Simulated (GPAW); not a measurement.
# MgO (Fm-3m) in GPAW: notebook, part 2 of 2

GPAW 26.7.0.

### Step 3. Single point, PBE

Contents of run.py:

```python
from ase.dft.bandgap import bandgap
from ase.io import read, write
from ase.units import GPa
from gpaw import GPAW, PW

atoms = read('POSCAR')

calc = GPAW(mode=PW(650),
            xc='PBE',
            kpts={'size': (9, 9, 9), 'gamma': True},
            occupations={'name': 'fermi-dirac', 'width': 0.05},
            nbands=16,
            maxiter=120,
            txt='gpaw.txt')
atoms.calc = calc
energy = atoms.get_potential_energy()
forces = atoms.get_forces()
stress = atoms.get_stress()
calc.write('gs.gpw')
write('result.traj', atoms)
print(f'Energy: {energy:.6f} eV')
print('Forces (eV/A):')
print(forces.round(4))
print('Stress (GPa):', (stress / GPa).round(3))
print('Fermi level:', round(calc.get_fermi_level(), 4), 'eV')
print(f'Gap: {bandgap(calc)[0]:.4f} eV, direct: {bandgap(calc, direct=True)[0]:.4f} eV')
```

Contents of POSCAR:

```
MgO
1.0
    0.0000000000      2.0970013927      2.0970013927
    2.0970013927      0.0000000000      2.0970013927
    2.0970013927      2.0970013927      0.0000000000
Mg O
1 1
Direct
    0.0000000000      0.0000000000      0.0000000000
    0.5000000000      0.5000000000      0.5000000000
```

Potentials or basis: GPAW PAW data sets (gpaw-data 1.2.1), pw.

The run is started by

```console
> OMP_NUM_THREADS=1 python run.py
```

gpaw.txt:

```text
__  _  _
 | _ |_)|_||  |
 |__||  | ||/\| - 26.7.0

Input parameters:
  mode=PW(ecut=650.0),
  kpts=MonkhorstPack(size=(9, 9, 9), gamma=True),
  maxiter=120,
  nbands=16,
  occupations=Occupations(name='fermi-dirac', width=0.05),
  xc=XC(name='PBE')

Diagonalizing LCAO Hamiltonian
Converting LCAO to pw mode

              O

       Mg

Atoms  # Å, Bohr magnetons
|   | symbol |        x |        y |        z |    initial magnetic moments |
|---|--------|----------|----------|----------|-----------------------------|
| 0 |     Mg | 0.000000 | 0.000000 | 0.000000 | ( 0.0000,  0.0000,  0.0000) |
| 1 |      O | 2.097001 | 2.097001 | 2.097001 | ( 0.0000,  0.0000,  0.0000) |

Unit cell  # Å
| periodic |        x |        y |        z |  lengths |    angles |
|----------|----------|----------|----------|----------|-----------|
|      yes | 0.000000 | 2.097001 | 2.097001 | 2.965608 | 60.000000 |
|      yes | 2.097001 | 0.000000 | 2.097001 | 2.965608 | 60.000000 |
|      yes | 2.097001 | 2.097001 | 0.000000 | 2.965608 | 60.000000 |

Number of symmetries: 48
Symmetry operations  # r_c * U_cc + t_c -> r_c
|    | kind |            matrix            |
|----|------|------------------------------|
|  0 |  σ   |  1, 0, 0,  1, 0,-1,  1,-1, 0 |
|  1 |  C2  |  1, 0, 0,  1,-1, 0,  1, 0,-1 |
|  2 |  E   |  1, 0, 0,  0, 1, 0,  0, 0, 1 |
|  3 |  σ   |  1, 0, 0,  0, 0, 1,  0, 1, 0 |
|  4 |  C4  |  1, 0,-1,  1, 0, 0,  1,-1, 0 |
|  5 |  S6  |  1, 0,-1,  1,-1, 0,  1, 0, 0 |
|  6 |  σ   |  1, 0,-1,  0, 1,-1,  0, 0,-1 |
|  7 |  C3  |  1, 0,-1,  0, 0,-1,  0, 1,-1 |
|  8 |  S6  |  1,-1, 0,  1, 0, 0,  1, 0,-1 |
|  9 |  C4  |  1,-1, 0,  1, 0,-1,  1, 0, 0 |
| 10 |  C3  |  1,-1, 0,  0,-1, 1,  0,-1, 0 |
| 11 |  σ   |  1,-1, 0,  0,-1, 0,  0,-1, 1 |
| 12 |  σ   |  0, 1, 0,  1, 0, 0,  0, 0, 1 |
| 13 |  C4  |  0, 1, 0,  0, 1,-1, -1, 1, 0 |
| 14 |  C3  |  0, 1, 0,  0, 0, 1,  1, 0, 0 |
| 15 |  S6  |  0, 1, 0, -1, 1, 0,  0, 1,-1 |
| 16 |  C2  |  0, 1,-1,  1, 0,-1,  0, 0,-1 |
| 17 |  σ   |  0, 1,-1,  0, 1, 0, -1, 1, 0 |
| 18 |  S4  |  0, 1,-1,  0, 0,-1,  1, 0,-1 |
| 19 |  C4  |  0, 1,-1, -1, 1, 0,  0, 1, 0 |
| 20 |  C3  |  0, 0, 1,  1, 0, 0,  0, 1, 0 |
| 21 |  σ   |  0, 0, 1,  0, 1, 0,  1, 0, 0 |
| 22 |  S6  |  0, 0, 1,  0,-1, 1, -1, 0, 1 |
| 23 |  C4  |  0, 0, 1, -1, 0, 1,  0,-1, 1 |
| 24 |  S4  |  0, 0,-1,  1, 0,-1,  0, 1,-1 |
| 25 |  C3  |  0, 0,-1,  0, 1,-1,  1, 0,-1 |
| 26 |  C2  |  0, 0,-1,  0,-1, 0, -1, 0, 0 |
| 27 |  S6  |  0, 0,-1, -1, 0, 0,  0,-1, 0 |
| 28 |  S4  |  0,-1, 1,  1,-1, 0,  0,-1, 0 |
| 29 |  C4  |  0,-1, 1,  0, 0, 1, -1, 0, 1 |
| 30 |  C2  |  0,-1, 1,  0,-1, 0,  1,-1, 0 |
| 31 |  σ   |  0,-1, 1, -1, 0, 1,  0, 0, 1 |
| 32 |  C3  |  0,-1, 0,  1,-1, 0,  0,-1, 1 |
| 33 |  S6  |  0,-1, 0,  0, 0,-1, -1, 0, 0 |
| 34 |  S4  |  0,-1, 0,  0,-1, 1,  1,-1, 0 |
| 35 |  C2  |  0,-1, 0, -1, 0, 0,  0, 0,-1 |
| 36 |  C2  | -1, 1, 0,  0, 1, 0,  0, 1,-1 |
| 37 |  S6  | -1, 1, 0,  0, 1,-1,  0, 1, 0 |
| 38 |  S4  | -1, 1, 0, -1, 0, 1, -1, 0, 0 |
| 39 |  C3  | -1, 1, 0, -1, 0, 0, -1, 0, 1 |
| 40 |  S6  | -1, 0, 1,  0, 0, 1,  0,-1, 1 |
| 41 |  C2  | -1, 0, 1,  0,-1, 1,  0, 0, 1 |
| 42 |  C3  | -1, 0, 1, -1, 1, 0, -1, 0, 0 |
| 43 |  S4  | -1, 0, 1, -1, 0, 0, -1, 1, 0 |
| 44 |  C2  | -1, 0, 0,  0, 0,-1,  0,-1, 0 |
| 45 |  i   | -1, 0, 0,  0,-1, 0,  0, 0,-1 |
| 46 |  σ   | -1, 0, 0, -1, 1, 0, -1, 0, 1 |
| 47 |  C2  | -1, 0, 0, -1, 0, 1, -1, 1, 0 |

BZ-sampling:
  Number of BZ points: 729
  Number of IBZ points: 35

  Monkhorst-Pack size: [9, 9, 9]
  Monkhorst-Pack shift: [0, 0, 0]

K-points  # in reciprocal-cell coordinates
|     |                                coordinates |     weight |
|-----|--------------------------------------------|------------|
|   0 | (  0.00000000,   0.00000000,   0.00000000) | 0.00137174 |
|   1 | (  0.11111111,   0.11111111,   0.00000000) | 0.00823045 |
|   2 | (  0.11111111,   0.11111111,   0.11111111) | 0.01097394 |
|   3 | (  0.22222222,   0.11111111,   0.11111111) | 0.01646091 |
|   4 | (  0.22222222,   0.22222222,   0.00000000) | 0.00823045 |
|   5 | (  0.22222222,   0.22222222,   0.11111111) | 0.03292181 |
|   6 | (  0.22222222,   0.22222222,   0.22222222) | 0.01097394 |
|   7 | (  0.33333333,   0.22222222,   0.11111111) | 0.03292181 |
|   8 | (  0.33333333,   0.22222222,   0.22222222) | 0.03292181 |
|   9 | (  0.33333333,   0.33333333,  -0.33333333) | 0.01646091 |
| ... |                                            |            |
|  34 | (  0.44444444,   0.44444444,   0.44444444) | 0.01097394 |

Plane wave coefficients: 725
Cutoff: 650.0 eV

Spin-components: 1 (collinear spins)
Bands:           16
Projectors:      10
Spin-degeneracy: 2
Datatype:        complex128

Parallelization:
  kpt:    1
  domain: 1
  band:   1

Density:
  Valence electrons: 16.0
  Components: 1
  Grid points: [18 18 18]
  Charge: 0.0  # |e|

Potential:
  Grid points: [18 18 18]

species:
  Mg:
    name:    Magnesium
    Z:       12.0
    valence: 10
    core:    2
    charge:  0.0  # [|e|]
    compensation charges:
      type: gauss
      rc: 0.33  # [Å]
      lmax: 2
    cutoffs:
      filter: 1.86  # [Å]
      core: 0.54  # [Å]
    projectors
    | kind |    occ | energy [eV] | rcut [Å] |
    |------|--------|-------------|----------|
    |   2s |  2.000 |     -79.840 |    1.090 |
    |   3s |  2.000 |      -4.705 |    1.090 |
    |   2p |  6.000 |     -46.613 |    1.085 |
    |   3p |  0.000 |      -1.330 |    1.085 |
    |    d |        |       0.000 |    1.037 |

    Using partial waves for Mg as LCAO basis

  O:
    name:    Oxygen
    Z:       8.0
    valence: 6
    core:    2
    charge:  0.0  # [|e|]
    compensation charges:
      type: gauss
      rc: 0.21  # [Å]
      lmax: 2
    cutoffs:
      filter: 1.17  # [Å]
      core: 0.83  # [Å]
    projectors
    | kind |    occ | energy [eV] | rcut [Å] |
    |------|--------|-------------|----------|
    |   2s |  2.000 |     -23.961 |    0.688 |
    |   2p |  4.000 |      -9.029 |    0.598 |
    |    s |        |       3.251 |    0.688 |
    |    p |        |      18.182 |    0.598 |
    |    d |        |       0.000 |    0.619 |

    Using partial waves for O as LCAO basis

Reference energy: -7490.497190  # eV

eigensolver:
  PPCG
  Converge bands: occupied
  niter=2

density mixing:
  MSR1-Mixer
  Pratt-step length: 0.05
  Maximum mixing coefficient: 0.75
  Old densities: 10
  SVD Regularization: 0.005
  Good broyden scale: 1.0
  Trust region scale: 1.0
  Backstep threshold: 4.0
  History deletion threshold: 6.0
  Fourier metric: weight=20.0, sigma=0.015

occupation numbers:
  Fermi-Dirac:
    width: 0.0500  # eV

poisson solver:
  ecut: 5200.0  # eV

xc functional:
  name: PBE with 2 nearest neighbor stencil

convergence criteria:
- Maximum [total energy] change in last 3 cyles: 0.0005 eV / valence electron
- Maximum integral of absolute [dens]ity change: 0.0001 electrons / valence electron
- Maximum integral of absolute [eigenst]ate change: 4e-08 eV^2 / valence electron
maximum number of iterations: 120

SCF iterations
|iter     | |      energy | eigst |  dens |
|---------|-|-------------|-------|-------|
|iter:   1| |  -13.476707 | +0.12 |       |
|iter:   2| |  -13.122589 | -2.15 | -0.99 |
|iter:   3| |  -12.150871 | -1.39 | -1.04 |
|iter:   4| |  -12.156471 | -3.11 | -1.59 |
|iter:   5| |  -12.161960 | -3.07 | -1.85 |
|iter:   6| |  -12.162018c| -5.31 | -3.02 |
|iter:   7| |  -12.162036c| -6.21 | -3.39 |
|iter:   8| |  -12.162036c| -8.00c| -4.39c|

Converged in 8 steps
Energy contributions relative to reference atoms: (reference = -7490.497190)

Energy contributions:
  Kinetic:          12.936529
  Coulomb:         -10.813011
  Zero:              0.146680
  External:          0.000000
  Xc:              -14.432235
  Entropy:          -0.000000
  Spinorbit:         0.000000
  ----------------------------
  Free energy:     -12.162036
  Extrapolated:    -12.162036

dipole moment: (-6.014531, -6.014531, -6.014531)  # |e|*Ang

Fermi level: 5.940
Eigenvalues  # (at kpt = [0.000, 0.000, 0.000])
| band index |      eig [eV] | occ [0-2] |
|------------|---------------|-----------|
|          0 |       -67.345 |     2.000 |
|          1 |       -34.089 |     2.000 |
|          2 |       -34.089 |     2.000 |
|          3 |       -34.089 |     2.000 |
|          4 |       -12.277 |     2.000 |
|          5 |         5.009 |     2.000 |
[... 8 lines left out ...]
|         14 |        26.673 |     0.000 |
|         15 |        29.620 |     0.000 |

Gap: 4.893 eV
Transition (v -> c):
  (s=0, k=0, n=7, [0.00, 0.00, 0.00]) -> (s=0, k=0, n=8, [0.00, 0.00, 0.00])
No difference between direct/indirect transitions

Forces  # eV/Ang
|       x |        y |       z |
|---------|----------|---------|
| 0.00000 |  0.00000 | 0.00000 |  # Mg   0
| 0.00000 | -0.00000 | 0.00000 |  # O    1

Stress tensor  # eV/Ang^3
|         x |         y |         z |
|-----------|-----------|-----------|
| -0.028959 |  0.000000 |  0.000000 |
|  0.000000 | -0.028959 |  0.000000 |
|  0.000000 |  0.000000 | -0.028959 |

# Writing to gs.gpw (mode='')
```

Run time: 9.2 s. Hardware: 1 thread of AMD EPYC 7B13 (Zen 3), shared host; peak memory 0.14 GiB.

What came out:

```yaml
Free_energy: -12.1620 eV
Pressure: 4.6 GPa
Band_gap_on_the_k_mesh: 4.89 eV, direct
```

Caveat: the cutoff is short for stress and forces, so pressures can be off by a GPa or more.

### Step 4. Single point, PBE

run.py: that of step 3 with these lines changed.

```diff
@@ -1,3 +1,4 @@
+from ase import Atoms
 from ase.dft.bandgap import bandgap
-from ase.io import read, write
+from ase.io import write
 from ase.units import GPa
@@ -5,5 +6,11 @@
 
-atoms = read('POSCAR')
+atoms = Atoms(['Mg', 'O'],
+              cell=[[0.0, 2.0970013927, 2.0970013927],
+                    [2.0970013927, 0.0, 2.0970013927],
+                    [2.0970013927, 2.0970013927, 0.0]],
+              scaled_positions=[[0.0, 0.0, 0.0],
+                                [0.5, 0.5, 0.5]],
+              pbc=True)
 
-calc = GPAW(mode=PW(650),
+calc = GPAW(mode=PW(600),
             xc='PBE',
```

The run is started by

```console
> OMP_NUM_THREADS=1 python run.py
```

Wall time 8.4 s (1 thread of Intel Xeon at 2.80GHz (Skylake/Cascade Lake), shared host); peak memory 0.14 GiB.

It converged, with:

| Item | Value |
| --- | --- |
| Free energy | -12.1112 eV |
| Pressure | 1.9 GPa |
| Band gap on the k mesh | 4.89 eV, direct |

Levels at points of the mesh, in eV from the valence-band top:
| k point | band 4 | band 5 | band 6 | band 7 | band 8 | band 9 | band 10 | band 11 | band 12 |
| --- | --- | --- | --- | --- | --- | --- | --- | --- | --- |
| (0.00, 0.00, 0.00) | -39.10 | -17.29 | 0.00 | 0.00 | 0.00 | 4.89 | 15.90 | 15.90 | 15.90 |

Caveat: the cutoff is short for stress and forces, so pressures can be off by a GPa or more.

### Step 5. Comparison with measurements

Step 2. A measured gap of MgO is 7.83 eV (quoted in “Electronic structure of alkaline earth and post-transition metal oxides”, 2009, arxiv:0908.1581); the calculated 4.89 eV misses it by -2.94 eV. The value is that of PBE, without temperature or zero-point motion. Semilocal functionals fall short of measured gaps as a rule. The cell is a database's relaxed one, not the measured one, which moves gaps too.

Step 3. Measured gap of MgO: 7.83 eV (quoted in “Electronic structure of alkaline earth and post-transition metal oxides”, 2009, arxiv:0908.1581). This calculation gives 4.89 eV (-2.94 eV). The value is that of PBE, without temperature or zero-point motion. Semilocal functionals fall short of measured gaps as a rule. The cell is a database's relaxed one, not the measured one, which moves gaps too.

Step 4. A measured gap of MgO is 7.83 eV (quoted in “Electronic structure of alkaline earth and post-transition metal oxides”, 2009, arxiv:0908.1581); the calculated 4.89 eV misses it by -2.94 eV. The value is that of PBE, without temperature or zero-point motion. Semilocal functionals fall short of measured gaps as a rule. The cell is a database's relaxed one, not the measured one, which moves gaps too.
